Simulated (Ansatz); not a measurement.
# Is this Si₂W structure a true minimum?

It was relaxed at this level from a Materials Project cell.

All numbers below come from DFT PBE, scalar-relativistic, plane waves, PAW (Ansatz). Plane waves to 420 eV, a k mesh through Γ of 12×12×6 on the computed 9-atom cell and Gaussian smearing (0.10 eV); no spin polarisation.

The cell below (9 atoms, space group P6_222 (No. 180)) is relaxed within its symmetry.

```
Si W
1.0
     4.61400    0.00000    0.00000
    -2.30700    3.99584    0.00000
     0.00000    0.00000    6.64635
Si W
6 3
Cartesian
  2.3070 2.6879 3.3232
  -1.1743 3.3419 5.5386
  1.1743 3.3419 1.1077
  0.0000 1.3079 3.3232
  3.4813 0.6540 5.5386
  1.1327 0.6540 1.1077
  -1.1535 1.9979 1.1077
  1.1535 1.9979 5.5386
  2.3070 0.0000 3.3232
```

For the test it was strained at random (σ = 1.5 % a component), the atoms were moved at random (σ = 0.15 Å), and all was relaxed again on a coarse 6×6×4 mesh (in the run’s order of axes) with 0.20 eV smearing, with no symmetry imposed.

These runs have no spin–orbit coupling, which can matter for W.

Question: Is the structure stable against such a distortion?

Answer: It returns, within 1 meV/atom of the unmoved cell on that mesh and with the same symmetry when read at 0.1 Å. No instability shows in this cell; modes of other wave vectors, which need another repeat, aren't tested. Another cell of Si2W relaxed alike, in I4/mmm (a cell as deposited in COD), lies 68 meV/atom lower, so this cell isn't the stable form at this level.
